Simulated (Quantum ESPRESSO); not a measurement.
Runs of Quantum ESPRESSO 7.5 on TiC. The structure is cubic, space group Fm-3m (No. 225). The conventional cell has a = 4.331 Å, b = 4.331 Å, c = 4.331 Å, α = 90.00°, β = 90.00°, γ = 90.00°. Ti (site symmetry m-3m) is surrounded by 6 C at 2.17 Å. Around C (site symmetry m-3m) lie 6 Ti at 2.17 Å. The cell is a database's computed one.

```csv
task,level,potentials or basis,U,k mesh,cutoff (eV),hubbard projectors,mixing beta,SCF threshold,dos occupations,form of the LDA correlation,gap on the mesh (eV),pressure (GPa),V0 of scaled cells (Å³/atom),B0 (GPa)
projected density of states,PBEsol+U,SSSP 1.3 efficiency PBE,Ti d U = 3 eV,11 × 11 × 11,748,ortho-atomic,0.3,4e-10 Ry,tetrahedra_opt,-,none,(b),-,-
projected density of states,PBEsol+U,SSSP 1.3 efficiency PBE,Ti d U = 1 eV,11 × 11 × 11,748,ortho-atomic,0.3,4e-10 Ry,tetrahedra_opt,-,none,-4.9,-,-
band structure,PBEsol,GBRV 1.5 PBEsol,-,11 × 11 × 11,612,-,0.5,4e-10 Ry,-,-,none,-6.8,-,-
equation of state,LDA,GBRV 1.5 LDA,-,11 × 11 × 11,612,-,0.5,4e-10 Ry,-,PZ81,-,-,9.69,282
equation of state,r2SCAN,SG15 PBE 1.2,-,8 × 8 × 8,1197,-,0.5,1e-08 Ry,-,-,-,-,10.13,(a)
```

Alike in all rows: no spin polarisation; cell as given; smearing fermi-dirac 0.05 eV.

Estimate the missing entries.

(a) 264; (b) -1.1.

Caveats: the potentials were made for another functional, which shifts forces and pressure (some runs); U without spin polarisation on a metal has little footing (some runs); the U is typed as a test and isn't derived for this compound (some runs).

A gap of «none» marks a metal or a gap under the smearing width.

Runs at the PBE level aren't shown here.
